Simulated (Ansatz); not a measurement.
A 3-atom cell of SnO2 built on the cubic fluorite structure (relaxed group Fm-3m) was relaxed with 3 functionals in Ansatz, cell and atoms free, the symmetry of the start kept (meshes: PBE 8×8×8, r2SCAN 8×8×8, PBEsol 8×8×8). Spin-unpolarised throughout. Whether this structure exists isn't addressed.

The r2SCAN result:
```cif
data_structure
_symmetry_space_group_name_H-M 'Fm-3m'
_symmetry_Int_Tables_number 225
_cell_length_a 5.0669
_cell_length_b 5.0669
_cell_length_c 5.0669
_cell_angle_alpha 90.000
_cell_angle_beta 90.000
_cell_angle_gamma 90.000
_cell_volume 130.09
loop_
_atom_site_label
_atom_site_type_symbol
_atom_site_symmetry_multiplicity
_atom_site_Wyckoff_symbol
_atom_site_fract_x
_atom_site_fract_y
_atom_site_fract_z
_atom_site_occupancy
Sn1 Sn 4 a 0.00000 0.00000 0.00000 1
O1 O 8 c 0.25000 0.25000 0.75000 1
```

The symmetry is Fm-3m (No. 225, cubic); conventional cell a = 5.067 Å, 10.84 Å³ an atom. Around Sn lie 8 O at 2.19 Å; around O lie 4 Sn at 2.19 Å.

**Question.** Order the functionals by the relaxed volume, smallest first.
A. PBE
B. r2SCAN
C. PBEsol

**Answer.** B (10.84 Å³/atom), C (10.95 Å³/atom), A (11.35 Å³/atom).

**Question.** What lattice does PBE give?

**Answer.** a = 5.144 Å; the volume differs by +4.7 % from r2SCAN's. Around Sn lie 8 O at 2.23 Å; around O lie 4 Sn at 2.23 Å.

**Question.** What lattice does PBEsol give?

**Answer.** a = 5.084 Å; the volume differs by +1.0 % from r2SCAN's. Around Sn lie 8 O at 2.20 Å; around O lie 4 Sn at 2.20 Å.

**Question.** Held at the r2SCAN cell, what mean stress does PBE find, and does its sign point to its own minimum?

**Answer.** Yes. PBE +9.30 GPa, and its relaxed volume is +4.7 % from r2SCAN's. Compression counts positive, so a positive stress asks for a larger cell.

The cell is metallic with PBE, and these meshes limit the relaxed cells of a metal.
